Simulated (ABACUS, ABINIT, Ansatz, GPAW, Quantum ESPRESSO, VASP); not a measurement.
**Ag: equilibrium volume by level of theory**

**What was measured.** The equilibrium volume of Ag (Silver) (Fm-3m) is reported as 17.05 Å³/atom at 293.15 K (a printed reference work). The runs below try to reproduce it.

The structure is cubic, space group Fm-3m (No. 225). Conventional cell: a = 4.085 Å, b = 4.085 Å, c = 4.085 Å, α = 90.00°, β = 90.00°, γ = 90.00°. Ag (site symmetry m-3m) is surrounded by 12 Ag at 2.89 Å.

| rung | level | program and potentials | cutoff (eV) | k mesh | smearing | task | spin | equilibrium volume (Å³/atom) | miss | notes |
| --- | --- | --- | --- | --- | --- | --- | --- | --- | --- | --- |
| LDA | LDA | Ansatz, all-electron LAPW, scalar-relativistic | - | 11 × 11 × 11 | fermi-dirac 0.05 | relaxation of cell and atoms | off | 15.97 | -6.3 % | - |
| GGA | BLYP | ABACUS, PseudoDojo NC SR 0.5 PBE stringent, plane waves | 1116 | 9 × 9 × 9 | fermi-dirac 0.05 | relaxation of cell and atoms | off | 18.97 | +11.3 % | potentials made for PBE; 19 valence electrons an atom on average; far from this level's other runs, cause not traced |
| GGA | PBE | ABINIT, JTH PAW PBE v2.0 | 463 | 8 × 8 × 8 | fermi-dirac 0.05 | relaxation of cell and atoms | SOC, no magnetisation | 17.95 | +5.3 % | 11 valence electrons an atom on average |
| GGA | PBE | VASP, PBE PAW files Ag_sv_GW, 680 eV | 680 | 11 × 11 × 11 | fermi-dirac 0.05 | relaxation of cell and atoms | off | 17.78 | +4.3 % | 19 valence electrons an atom on average |
| GGA + dispersion | PBE+D3(zero damping) | GPAW, GPAW PAW data sets (gpaw-data 1.2.1) | 600 | 11 × 11 × 11 | fermi-dirac 0.05 | equation of state | off | 16.85 | -1.2 % | - |
| GGA + dispersion | PBE+D4 | Ansatz, all-electron LAPW, scalar-relativistic | - | 11 × 11 × 11 | fermi-dirac 0.05 | relaxation of cell and atoms | off | 16.96 | -0.5 % | - |
| GGA | PBEsol | Quantum ESPRESSO, GBRV 1.5 PBEsol | 612 | 11 × 11 × 11 | fermi-dirac 0.05 | equation of state | off | 16.65 | -2.3 % | - |
| GGA | PBEsol | VASP, PBE PAW files Ag, 520 eV | 520 | 11 × 11 × 11 | fermi-dirac 0.05 | equation of state | off | 16.59 | -2.7 % | potentials made for PBE |
| GGA | PBEsol | VASP, PBE PAW files Ag, 600 eV | 600 | 11 × 11 × 11 | fermi-dirac 0.05 | relaxation of cell and atoms | off | 16.58 | -2.8 % | potentials made for PBE; 11 valence electrons an atom on average |
| GGA + dispersion | PBEsol+D3(zero damping) | VASP, PBE PAW files Ag, 600 eV | 600 | 11 × 11 × 11 | fermi-dirac 0.05 | relaxation of cell and atoms | off | 15.99 | -6.2 % | potentials made for PBE; 11 valence electrons an atom on average |
| GGA + dispersion | PBEsol+D4 | Ansatz, all-electron LAPW, scalar-relativistic | - | 11 × 11 × 11 | fermi-dirac 0.05 | relaxation of cell and atoms | off | 16.20 | -5.0 % | - |
| GGA + dispersion | PBEsol+D4 | VASP, PBE PAW files Ag, 600 eV | 600 | 11 × 11 × 11 | fermi-dirac 0.05 | relaxation of cell and atoms | off | 16.18 | -5.1 % | potentials made for PBE; 11 valence electrons an atom on average |
| GGA | PW91 | VASP, PBE PAW files Ag, 600 eV | 600 | 11 × 11 × 11 | fermi-dirac 0.05 | relaxation of cell and atoms | off | 17.79 | +4.3 % | potentials made for PBE; 11 valence electrons an atom on average |
| GGA | revPBE | Ansatz, all-electron LAPW, scalar-relativistic | - | 11 × 11 × 11 | fermi-dirac 0.05 | relaxation of cell and atoms | off | 18.40 | +7.9 % | - |
| GGA + dispersion | revPBE+D4 | VASP, PBE PAW files Ag, 600 eV | 600 | 11 × 11 × 11 | fermi-dirac 0.05 | relaxation of cell and atoms | off | 16.81 | -1.4 % | potentials made for PBE; 11 valence electrons an atom on average |
| non-local van der Waals functional | optB88-vdW | VASP, PBE PAW files Ag, 600 eV | 600 | 11 × 11 × 11 | fermi-dirac 0.05 | relaxation of cell and atoms | off | 17.56 | +3.0 % | potentials made for PBE; 11 valence electrons an atom on average |
| meta-GGA | r2SCAN | VASP, PBE PAW files Ag, 600 eV | 600 | 11 × 11 × 11 | methfessel-paxton 0.1 | relaxation of cell and atoms | off | 17.24 | +1.1 % | potentials made for PBE; 11 valence electrons an atom on average |
| hybrid | PBEsol0 | VASP, PBE PAW files Ag, 600 eV | 600 | 6 × 6 × 6 | fermi-dirac 0.05 | relaxation of cell and atoms | off | 16.94 | -0.6 % | coarse mesh; potentials made for PBE; 11 valence electrons an atom on average |

Smearing widths are in eV. For a metal such meshes aren't converged. Meshes differ between rows, which moves values too. Meshes are those of the run's cell of 1 atom unless a note names another. Relaxations start from the cell shown or near it and stop with a little pressure left. Misses use the values as printed. Runs on faulty files, with rough fits or with known faults for this quantity aren't shown.

By rung: LDA 15.97; GGA 16.58 to 18.97; GGA + dispersion 15.99 to 16.96; non-local van der Waals functional 17.56; meta-GGA 17.24; hybrid on coarse meshes 16.94 (Å³/atom). Measured: 17.05 Å³/atom at 293.15 K (a printed reference work). Closest, coarse meshes and atomic bases left aside, is PBE+D4 (-0.5 %). The runs are for a static lattice, while measurements hold temperature and zero-point motion.
